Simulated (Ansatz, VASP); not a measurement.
**Two plane-wave programs on MnS**

INCAR

```
ALGO = Normal ; EDIFF = 1E-7
ENCUT = 520 ; GGA = PE
ISIF = 2 ; ISMEAR = 0
ISPIN = 2 ; LASPH = True
LCHARG = False ; LDAU = True
LDAUJ = 0 0 ; LDAUL = 2 -1
LDAUPRINT = 1 ; LDAUTYPE = 2
LDAUU = 3 0 ; LMAXMIX = 4
LORBIT = 11 ; LREAL = False
LWAVE = False ; MAGMOM = 5 0
NBANDS = 20 ; NELM = 150
PREC = Accurate ; SIGMA = 0.05
```

KPOINTS

```
k-points
0
Gamma
  6 6 6
```

The input POSCAR:

```
MnS
1.0
    0.0000000000      2.8000000000      2.8000000000
    2.8000000000      0.0000000000      2.8000000000
    2.8000000000      2.8000000000      0.0000000000
Mn S
1 1
Direct
    0.0000000000      0.0000000000      0.0000000000
    0.7500000000      0.7500000000      0.7500000000
```

Input for Ansatz:

```yaml
crystal:
  lattice:
    - [0.0, 2.8, 2.8]
    - [2.8, 0.0, 2.8]
    - [2.8, 2.8, 0.0]
  atoms:
    - { symbol: Mn, position: [0.0, 0.0, 0.0], spin: 5.0 }
    - { symbol: S, position: [0.75, 0.75, 0.75] }
basis:
  ecutwfc: 420
  ecutrho_ratio: 4
kpoints:
  mp_grid: { grid: [6, 6, 6] }
hamiltonian:
  xc: pbe
  hubbard: { sites: [{ site: 0, l: d, u_eff: 3.0 }] }
scf:
  occupations: { method: gaussian, width: 0.05 }
  lower_state_search: "off"
  max_iter: 150
output:
  forces: true
  stress: true
  eigenvalues: true
  populations: true
  hubbard: { sites: [{ site: 0, l: d }] }
magnetization:
  spin_polarized: true
```

Alike in both runs: task single point; functional PBE; k mesh 6 × 6 × 6; occupations gaussian, width 0.05 eV; collinear spin; Hubbard terms Mn d U = 3.0 eV.

|  | VASP | Ansatz |
| --- | --- | --- |
| version | VASP 6.6.1 | Ansatz 0.2.0 |
| potentials or method | VASP PAW PBE potentials, release 64 (Mn_pv, S) | scalar-relativistic, plane waves, PAW |
| plane-wave cutoff (eV) | 520 | 420 |
| valence electrons in the cell | 19 | 21 |

VASP gave:

- gap on the k mesh at the Fermi level (eV): 0.85
- least direct gap on the mesh (eV): 1.21
- pressure (GPa): 4.5
- net moment per atom (μB): 2.50
- size of the moment on the site where the two differ most (μB): 4.53

**Question.** Which values does Ansatz return?

**Answer.** gap on the k mesh at the Fermi level (eV): 1.03; least direct gap on the mesh (eV): 1.17; pressure (GPa): 4.5; net moment per atom (μB): 2.50; size of the moment on the site where the two differ most (μB): 4.32.

Site moments also hang on the region over which each program counts them. The programs project onto different local orbitals, so the same U acts differently. The two sets of potentials don't hold the same shells in valence.

Caveats: a cell with one magnetic atom can't hold antiferromagnetic order, which such compounds often take. The state reached can hang on the start; a lower one may exist. A k mesh can miss the band edges.
